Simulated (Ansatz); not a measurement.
Write the native input for Ansatz 0.2.0 that does the following.

* Task: single point
* Functional: PBE
* Potentials or basis: all-electron LAPW, scalar-relativistic
* Cutoff: 349 eV (chosen from the basis error)
* Basis error allowed: 0.001 eV/atom
* k mesh: 11 × 11 × 11
* Occupations: gaussian, width 0.015 eV
* Spin: collinear spin, ferromagnetic start
* Starting moments: [3.0, 0.0] μB

FeO (Wuestite):

```
Fe O
1.0
     0.00000    2.15540    2.15540
     2.15540    0.00000    2.15540
     2.15540    2.15540    0.00000
Fe O
1 1
Direct
  0.00000 0.00000 0.00000
  0.50000 0.50000 0.50000
```

These files were run (other wordings do the same):

input.yaml

```yaml
crystal:
  lattice:
    - [0.0, 2.1554, 2.1554]
    - [2.1554, 0.0, 2.1554]
    - [2.1554, 2.1554, 0.0]
  atoms:
    - { symbol: Fe, position: [0.0, 0.0, 0.0], spin: 3.0 }
    - { symbol: O, position: [0.5, 0.5, 0.5] }
kpoints:
  mp_grid: { grid: [11, 11, 11] }
scf:
  occupations: { method: gaussian, width: 0.015 }
hamiltonian:
  xc: pbe
  pseudopotentials: { kind: all_electron, lapw: { basis_error: 0.001 } }
magnetization:
  spin_polarized: true
output:
  forces: true
  stress: true
  eigenvalues: true
```

Potentials or basis: all-electron LAPW, scalar-relativistic.

The run is started by

```bash
$ ansatz run input.yaml --threads 2 --pin off --max-ram 6144MiB --backend cpu --events-out ev --progress --plain --runs-dir out
```

It gave:

```
Pressure               : -0.4 GPa
Band gap on the k mesh : none (metal or under the smearing width)
Net moment             : 4.00 μB per cell
Absolute moment        : 4.01 μB per cell
Site moments           : Fe +3.62; O +0.32 μB
```

Caveat: a cell with one magnetic atom can't hold antiferromagnetic order, which such compounds often take; semilocal functionals often make such compounds metallic where correlation or magnetic order opens a gap, which also shifts bond lengths.

It took 12 s on 2 threads of Arm Neoverse V1, with other jobs on the host, peak memory 0.43 GiB.
